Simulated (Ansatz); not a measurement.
C: work and stress of cleavage

Method: DFT PBE, scalar-relativistic, plane waves, PAW in Ansatz. Settings: plane waves to 420 eV, k-mesh 10×10×2 (Γ-centred), Gaussian smearing 0.05 eV. No spin polarisation. Energies are free energies at this smearing, counted from the undisturbed cell; pressure is positive in compression.

Zero of the scan (relaxed at this level):

```yaml
crystal:
  lattice:
    - [1.78574, -1.78574, 0.00000]
    - [1.78574, 0.00000, -1.78574]
    - [7.14295, 7.14295, 7.14295]
  atoms:
    - { symbol: C, position: [0.66667, 0.66667, 0.27087] }
    - { symbol: C, position: [0.00000, 0.00000, 0.10420] }
    - { symbol: C, position: [0.33333, 0.33333, 0.43753] }
    - { symbol: C, position: [0.66667, 0.66667, 0.77087] }
    - { symbol: C, position: [0.00000, 0.00000, 0.60420] }
    - { symbol: C, position: [0.33333, 0.33333, 0.93753] }
    - { symbol: C, position: [0.66667, 0.66667, 0.39587] }
    - { symbol: C, position: [0.00000, 0.00000, 0.22920] }
    - { symbol: C, position: [0.33333, 0.33333, 0.56253] }
    - { symbol: C, position: [0.66667, 0.66667, 0.89587] }
    - { symbol: C, position: [0.00000, 0.00000, 0.72920] }
    - { symbol: C, position: [0.33333, 0.33333, 0.06253] }
```

The cut lies on the cell's a–b face, a (1 1 1) plane (indices in the standard cell, whose axes needn't be the Cartesian ones shown) of area 5.52 Å², between layers 1.55 Å apart. Vector c is lengthened by d along the normal with the atoms' Cartesian places fixed: one unrelaxed cut a cell. The traction is positive where the two halves pull on each other.

| d (Å) | energy (J/m²) | traction (GPa) |
| --- | --- | --- |
| -0.30 | 5.48 | -481.6 |
| -0.15 | 1.01 | -154.3 |
| 0.00 | 0.00 | 0.0 |
| 0.25 | 1.39 | 89.1 |
| 0.50 | 3.84 | 100.6 |
| 0.75 | 6.24 | 89.9 |
| 1.00 | 8.29 | 74.5 |
| 1.50 | 11.26 | 45.2 |
| 2.00 | 12.97 | 24.7 |
| 3.00 | 14.22 | 4.3 |
| 6.00 | 14.41 | 0.0 |

Q: What are the work of separation and the cleavage stress, and do they fit the universal binding curve?

A: The energy levels off near W ≈ 14.41 J/m² (the traction is down to 0.0 GPa), the energy of the two unrelaxed faces, 7.20 J/m² each on average. The largest sampled traction is 100.6 GPa at d = 0.50 Å, and a parabola through it and its two neighbours peaks at σ_max ≈ 100.6 GPa, d ≈ 0.50 Å. The curve E = W[1 − (1 + d/ℓ)exp(−d/ℓ)] peaks in traction at d = ℓ with σ_max = W/(eℓ); with 1 J/m² per Å = 10 GPa this W and σ_max give ℓ = 0.53 Å. A parabola through that curve at the same three d peaks at 0.56 Å, against 0.50 Å here, a fair fit. The opened faces are metallic here, and spin polarisation, left out, could lower W. Real crystals break at far lower stress, because cracks concentrate it, and on the plane of lowest W, which needn't be this one.

The cut is rigid; relaxing the faces lowers these energies and usually the stresses.

The gap closes along the scan, which can put kinks into the curve.

Cost: 11 runs of about 0.46 core-minutes in all, on Intel Xeon 6975P-C (Granite Rapids) (shared hosts).